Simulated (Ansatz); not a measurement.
KI built on the zincblende prototype (r2SCAN geometry), in Ansatz:

```
CELL_PARAMETERS angstrom
0.00000 3.96589 3.96589
3.96589 0.00000 3.96589
3.96589 3.96589 0.00000
ATOMIC_POSITIONS crystal
K 0.00000 0.00000 0.00000
I 0.25000 0.25000 0.25000
```

G0W0@PBE with 469 empty bands, a screening cutoff of 140 eV and a 4×4×4 mesh (PAW, contour deformation) gives 6.399 eV over the mesh points, from a PBE gap of 3.934 eV; it sums over 482 bands with 459 plane waves in the screening and a wave cutoff of 420 eV. No extrapolation in bands, cutoff or mesh was made for G0W0. Note: simulated data, non-magnetic, for a generated structure that need not be the stable one.

Q: Another run gave a Kohn-Sham gap of 3.934 eV and a G0W0 gap of 6.451 eV, summing over 875 bands with 869 plane waves in the screening and a wave cutoff of 420 eV. What was changed?

A: Empty bands 862, screening cutoff 210 eV. The counts of bands and plane waves show that both rose or fell; the cutoff follows only within a few eV.

Q: Estimate the gap with starting point HSE06.

A: 6.864 eV (+0.465 eV), from a Kohn-Sham gap of 4.883 eV.

Q: Estimate the gap with starting point r2SCAN, with them a wave cutoff of 500 eV.

A: 6.710 eV (+0.311 eV), from a Kohn-Sham gap of 4.476 eV.

Spin-orbit coupling is left out, which matters wherever the heavy atoms make up the band edges.
